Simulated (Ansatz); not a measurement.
**In: a listed cell, distorted in several ways**

Aim: see how energy, forces, stress and gap of In answer to moves of single atoms, random distortions, swapped elements, distortions that keep the symmetry. Nothing is relaxed unless a step says so.

Computed with Ansatz 0.2.0 (DFT PBEsol, scalar-relativistic, plane waves, PAW, unless a step's input says otherwise).

1 further run of the same task is left out (set aside as unsound or not needed).

## Step 1: The starting structure

Symmetry: I4/mmm, No. 139, tetragonal system. The conventional cell has a = 3.252 Å, b = 3.252 Å, c = 4.948 Å, α = 90.00°, β = 90.00°, γ = 90.00°. In (site symmetry 4/mmm) has 12 In at 3.25 to 3.38 Å as nearest neighbours.

Coordinates:

```cif
data_structure
_symmetry_space_group_name_H-M 'I4/mmm'
_symmetry_Int_Tables_number 139
_cell_length_a 3.2523
_cell_length_b 3.2523
_cell_length_c 4.9479
_cell_angle_alpha 90.000
_cell_angle_beta 90.000
_cell_angle_gamma 90.000
_cell_volume 52.34
loop_
_atom_site_label
_atom_site_type_symbol
_atom_site_symmetry_multiplicity
_atom_site_Wyckoff_symbol
_atom_site_fract_x
_atom_site_fract_y
_atom_site_fract_z
_atom_site_occupancy
In1 In 2 a 0.00000 0.00000 0.00000 1
```

The structure comes from the Crystallography Open Database.

## Step 2: Substitution of an element, cell strained: In → Tl, first probe

The change: Tl takes all sites of In, and lengths are scaled by 1.013 as a first guess of the size; strain xx, yy, zz, yz, xz, xy = -0.9, -0.9, -0.9, +0.0, +0.0, +0.0 %.

Input file input.yaml:

```yaml
crystal:
  lattice:
    - [-1.631695286, 1.631695286, 2.4823863437]
    - [1.631695286, -1.631695286, 2.4823863437]
    - [1.631695286, 1.631695286, -2.4823863437]
  atoms:
    - { symbol: Tl, position: [0.0, 0.0, 0.0] }
basis:
  ecutwfc: 420
kpoints:
  mp_grid: { grid: [8, 8, 8] }
hamiltonian:
  xc: pbesol
scf:
  occupations: { method: gaussian, width: 0.1 }
output:
  forces: true
  stress: true
  eigenvalues: true
```

The program printed, cut to the lines that bear on the results:

```text
[...]
SCF converged after 6 iterations
Free energy (F): -11295.655875 eV
[...]
E sigma→0 (E₀):  -11295.655574 eV
Entropy (-TS):   -0.000603 eV (-0.603 meV/atom)
Fermi energy:    11.344583 eV
[...]
--- Forces (eV/Å), atoms counted from 1 ---
  atom   1  Tl     0.00000000     0.00000000    -0.00000000
[...]
--- Stress (GPa, compression-positive) ---
        2.863171      -0.000000      -0.000000
       -0.000000       2.863171       0.000000
        0.000000       0.000000       3.873896
  P = ⅓ Tr σ = 3.2001 GPa (32.001 kbar)
--- Band table (eV; the first three rows and the last of 59) ---
  k-point 0: bands = ["-0.4063", "-0.2116", "-0.2116", "-0.0395", "0.1550", "0.7707", "22.3135", "22.3135", "22.4588", "22.5085", "26.4163"]
[...]
```

It took 1.3 s on 1 thread of an Arm CPU, shared host; peak memory 0.26 GiB.

## Step 3: Substitution of an element, cell strained: In → Tl

input.yaml: that of step 2 with these lines changed.

```diff
@@ -10,3 +10,3 @@
 kpoints:
-  mp_grid: { grid: [8, 8, 8] }
+  mp_grid: { grid: [18, 18, 18] }
 hamiltonian:
```

The program printed, cut to the lines that bear on the results:

```text
Warning: RAYON_NUM_THREADS=1 ignored (pool sized by the plan → 1); use --threads N
[...]
Pseudopotentials: kind: paw
Pseudopotential: Tl, paw, valence charge 13, recommended cutoff 420 eV (normal), Tl.paw.azcp
Functional definition: PBEsol
[...]
Crystal: 1 atoms, lattice volume = 26.437 Å³
Basis set: ecut = 420 eV, 541 PW (Γ), exchange–correlation on 48×48×48 points (8 copies of the dense FFT grid, shifted against one another)
Bands: 11, of which v1, the nominal top of the filled ones, is band 7 counted from 1 (6 counted from 0)
Symmetry: 16 space group operations
Space group: I4/mmm (ITA 139), of the structure as read, at distance tolerance 3.0e-5 Å
k-points: 480 of 5832
[...]
SCF iter   1: F=—  HF=-11295.647872 eV  |F-HF|=—  |Δ(HF+E_count)|=         —  Δρ=2.41e-3  dr2=1.83e-3  ethr=1.77e-3  ⟨swp⟩=5.2  Hψ=33563  notcnv=0
[...]
SCF iter   6: F=-11295.646347 eV  HF=-11295.646347 eV  |F-HF|=5.28e-11  |Δ(HF+E_count)|=   1.00e-9  Δρ=7.34e-7  dr2=1.57e-10  ethr=5.15e-11  ⟨swp⟩=2.8  Hψ=18774  notcnv=0
[...]
SCF converged after 6 iterations
Free energy (F): -11295.646347 eV
[...]
E sigma→0 (E₀):  -11295.645108 eV
Entropy (-TS):   -0.002477 eV (-2.477 meV/atom)
Fermi energy:    11.332036 eV
[...]
--- Forces (eV/Å), atoms counted from 1 ---
  atom   1  Tl     0.00000000     0.00000000     0.00000000
[...]
--- Stress (GPa, compression-positive) ---
        3.274729       0.000000      -0.000000
        0.000000       3.274729      -0.000000
        0.000000       0.000000       2.797866
  P = ⅓ Tr σ = 3.1158 GPa (31.158 kbar)
--- Band table (eV; the first three rows and the last of 480) ---
  k-point 0: bands = ["-0.4149", "-0.2128", "-0.2128", "-0.0397", "0.1479", "0.7689", "22.3083", "22.3083", "22.4577", "22.5132", "26.4139"]
[...]
```

Wall time 7.9 s (1 thread of an Arm CPU, shared host); peak memory 0.39 GiB.

## Step 4: A single atom displaced

Against the listed cell: atom 1 (In) moved by 0.09 Å.

Input file input.yaml:

```yaml
crystal:
  lattice:
    - [-1.62615, 1.62615, 2.47395]
    - [1.62615, -1.62615, 2.47395]
    - [1.62615, 1.62615, -2.47395]
  atoms:
    - { symbol: In, position: [-0.028106108, -0.0221195754, -0.0188143775] }
basis:
  ecutwfc: 420
kpoints:
  mp_grid: { grid: [16, 16, 16] }
hamiltonian:
  xc: pbesol
scf:
  occupations: { method: gaussian, width: 0.1 }
output:
  forces: true
  stress: true
  eigenvalues: true
```

The program printed, cut to the lines that bear on the results:

```text
Warning: RAYON_NUM_THREADS=1 ignored (pool sized by the plan → 1); use --threads N
[...]
Pseudopotentials: kind: paw
Pseudopotential: In, paw, valence charge 13, recommended cutoff 420 eV (normal), In.paw.azcp
Functional definition: PBEsol
[...]
Crystal: 1 atoms, lattice volume = 26.168 Å³
Basis set: ecut = 420 eV, 533 PW (Γ), exchange–correlation on 48×48×48 points (8 copies of the dense FFT grid, shifted against one another)
Bands: 11, of which v1, the nominal top of the filled ones, is band 7 counted from 1 (6 counted from 0)
Symmetry: 16 space group operations
Space group: I4/mmm (ITA 139), of the structure as read, at distance tolerance 3.0e-5 Å
k-points: 349 of 4096
[...]
SCF iter   1: F=—  HF=-5525.409181 eV  |F-HF|=—  |Δ(HF+E_count)|=         —  Δρ=3.05e-3  dr2=2.42e-3  ethr=1.77e-3  ⟨swp⟩=4.9  Hψ=22566  notcnv=0
[...]
SCF iter   6: F=-5525.407277 eV  HF=-5525.407277 eV  |F-HF|=1.36e-11  |Δ(HF+E_count)|=   2.30e-9  Δρ=1.04e-6  dr2=1.56e-10  ethr=1.06e-10  ⟨swp⟩=4.1  Hψ=16733  notcnv=0
[...]
SCF converged after 6 iterations
Free energy (F): -5525.407277 eV
[...]
E sigma→0 (E₀):  -5525.406295 eV
Entropy (-TS):   -0.001964 eV (-1.964 meV/atom)
Fermi energy:    10.113481 eV
[...]
--- Forces (eV/Å), atoms counted from 1 ---
  atom   1  In     0.00000000     0.00000000    -0.00000000
[...]
--- Stress (GPa, compression-positive) ---
       -1.126057      -0.000000      -0.000000
       -0.000000      -1.126057       0.000000
       -0.000000       0.000000      -0.876311
  P = ⅓ Tr σ = -1.0428 GPa (-10.428 kbar)
--- Band table (eV; the first three rows and the last of 349) ---
  k-point 0: bands = ["-4.5437", "-4.4367", "-4.4367", "-4.3538", "-4.2503", "0.5227", "20.5979", "20.5979", "20.7686", "21.6540", "24.0254"]
[...]
```

Run time: 6.3 s. Hardware: 1 thread of an Arm CPU, shared host; peak memory 0.37 GiB.

## Step 5: Random moves and strain, cell strained

What differs from the listed cell: strain xx, yy, zz, yz, xz, xy = +0.8, +1.5, +1.1, -0.4, -0.5, -0.1 %.

Input file input.yaml:

```yaml
crystal:
  lattice:
    - [-1.6521956715, 1.6410515985, 2.503367781]
    - [1.6274561715, -1.6610411145, 2.500245573]
    - [1.6504394295, 1.6592848725, -2.516507073]
  atoms:
    - { symbol: In, position: [0.0, 0.0, 0.0] }
basis:
  ecutwfc: 420
kpoints:
  mp_grid: { grid: [14, 14, 16] }
hamiltonian:
  xc: pbesol
scf:
  occupations: { method: gaussian, width: 0.1 }
output:
  forces: true
  stress: true
  eigenvalues: true
```

The program printed, cut to the lines that bear on the results:

```text
Warning: RAYON_NUM_THREADS=1 ignored (pool sized by the plan → 1); use --threads N
[...]
Pseudopotentials: kind: paw
Pseudopotential: In, paw, valence charge 13, recommended cutoff 420 eV (normal), In.paw.azcp
Functional definition: PBEsol
[...]
Crystal: 1 atoms, lattice volume = 27.064 Å³
Basis set: ecut = 420 eV, 545 PW (Γ), exchange–correlation on 48×48×48 points (8 copies of the dense FFT grid, shifted against one another)
Bands: 11, of which v1, the nominal top of the filled ones, is band 7 counted from 1 (6 counted from 0)
Symmetry: 2 space group operations
Space group: P-1 (ITA 2), of the structure as read, at distance tolerance 3.0e-5 Å
k-points: 1572 of 3136
[...]
SCF iter   1: F=—  HF=-5525.399618 eV  |F-HF|=—  |Δ(HF+E_count)|=         —  Δρ=2.89e-3  dr2=2.27e-3  ethr=1.77e-3  ⟨swp⟩=5.0  Hψ=101581  notcnv=0
[...]
SCF iter   6: F=-5525.397760 eV  HF=-5525.397760 eV  |F-HF|=3.64e-12  |Δ(HF+E_count)|=   2.43e-8  Δρ=7.10e-7  dr2=1.76e-10  ethr=3.99e-10  ⟨swp⟩=4.6  Hψ=81530  notcnv=0
[...]
SCF converged after 6 iterations
Free energy (F): -5525.397760 eV
[...]
E sigma→0 (E₀):  -5525.396586 eV
Entropy (-TS):   -0.002349 eV (-2.349 meV/atom)
Fermi energy:    9.638940 eV
[...]
--- Forces (eV/Å), atoms counted from 1 ---
  atom   1  In     0.00000000     0.00000000     0.00000000
[...]
--- Stress (GPa, compression-positive) ---
       -2.199626       0.084769       0.096878
        0.084769      -2.261305       0.128765
        0.096878       0.128765      -2.127226
  P = ⅓ Tr σ = -2.1961 GPa (-21.961 kbar)
--- Band table (eV; the first three rows and the last of 1572) ---
  k-point 0: bands = ["-4.9665", "-4.8736", "-4.8654", "-4.7942", "-4.6975", "0.2885", "19.6876", "19.8542", "20.0918", "21.1459", "23.1625"]
[...]
```

Run time: 29 s. Hardware: 1 thread of an Arm CPU, shared host; peak memory 0.7 GiB.

## Step 6: A distortion that keeps the symmetry

What differs from the listed cell: strain xx, yy, zz, yz, xz, xy = +7.2, +7.2, -1.8, +0.0, +0.0, +0.0 %.

Input file input.yaml:

```yaml
crystal:
  lattice:
    - [-1.7431189695, 1.7431189695, 2.4292457235]
    - [1.7431189695, -1.7431189695, 2.4292457235]
    - [1.7431189695, 1.7431189695, -2.4292457235]
  atoms:
    - { symbol: In, position: [0.0, 0.0, 0.0] }
basis:
  ecutwfc: 420
kpoints:
  mp_grid: { grid: [18, 18, 18] }
hamiltonian:
  xc: pbesol
scf:
  occupations: { method: gaussian, width: 0.1 }
output:
  forces: true
  stress: true
  eigenvalues: true
  populations: true
```

The program printed, cut to the lines that bear on the results:

```text
Warning: RAYON_NUM_THREADS=1 ignored (pool sized by the plan → 1); use --threads N
[...]
Pseudopotentials: kind: paw
Pseudopotential: In, paw, valence charge 13, recommended cutoff 420 eV (normal), In.paw.azcp
Functional definition: PBEsol
[...]
Crystal: 1 atoms, lattice volume = 29.525 Å³
Basis set: ecut = 420 eV, 553 PW (Γ), exchange–correlation on 48×48×48 points (8 copies of the dense FFT grid, shifted against one another)
Bands: 11, of which v1, the nominal top of the filled ones, is band 7 counted from 1 (6 counted from 0)
Symmetry: 16 space group operations
Space group: I4/mmm (ITA 139), of the structure as read, at distance tolerance 3.1e-5 Å
k-points: 480 of 5832
[...]
SCF iter   1: F=—  HF=-5525.347419 eV  |F-HF|=—  |Δ(HF+E_count)|=         —  Δρ=2.46e-3  dr2=1.84e-3  ethr=1.77e-3  ⟨swp⟩=5.0  Hψ=30906  notcnv=0
[...]
SCF iter   6: F=-5525.345713 eV  HF=-5525.345713 eV  |F-HF|=3.59e-9  |Δ(HF+E_count)|=   1.56e-7  Δρ=3.46e-6  dr2=3.10e-9  ethr=7.69e-10  ⟨swp⟩=5.9  Hψ=24595  notcnv=0
[...]
SCF converged after 6 iterations
Free energy (F): -5525.345713 eV
[...]
E sigma→0 (E₀):  -5525.344588 eV
Entropy (-TS):   -0.002250 eV (-2.250 meV/atom)
Fermi energy:    8.472735 eV
[...]
--- Forces (eV/Å), atoms counted from 1 ---
  atom   1  In     0.00000000     0.00000000     0.00000000
[...]
--- Stress (GPa, compression-positive) ---
       -4.571517       0.000000       0.000000
        0.000000      -4.571517       0.000000
        0.000000      -0.000000      -4.374559
  P = ⅓ Tr σ = -4.5059 GPa (-45.059 kbar)
--- Band table (eV; the first three rows and the last of 480) ---
  k-point 0: bands = ["-5.9668", "-5.9668", "-5.9532", "-5.8464", "-5.8310", "-0.2806", "17.9564", "17.9875", "17.9875", "19.7349", "21.4980"]
[...]
--- Löwdin populations: 1 site ---
  site symbol       q [e]
     0     In     12.9834
  spilling = 0.001277 (of n_electrons = 13.000000)
```

It took 11 s on 1 thread of an Arm CPU, shared host; peak memory 0.4 GiB.

By site:

```csv
atom,Löwdin electrons
In1,12.98
```

## Step 7: Results

| step | case | energy (meV/atom) | pressure (GPa) | largest force (eV/Å) | gap on the mesh (eV) |
| --- | --- | --- | --- | --- | --- |
| 3 | substitution of an element, cell strained: In → Tl | n/a | 3.1 | 0.00 | 0.00 |
| 4 | a single atom displaced | +0.0 | -1.0 | 0.00 | 0.00 |
| 5 | random moves and strain, cell strained | +9.7* | -2.2 | 0.00 | 0.00 |
| 6 | a distortion that keeps the symmetry | +61.7* | -4.5 | 0.00 | 0.00 |

Energies are counted from step 4, with the smearing taken to zero; a star marks another k mesh, which can shift energies by itself, so starred rows don't rank against the others. Other atoms or functionals have another zero of energy (n/a). A gap of 0.00 means none on the mesh at this level.

**Reading.** With one atom in the cell, moving it shifts the whole crystal, so no force arises from that. The distorted cells of the listed formula and level show no gap on the mesh. The runs treat Tl without spin-orbit coupling.
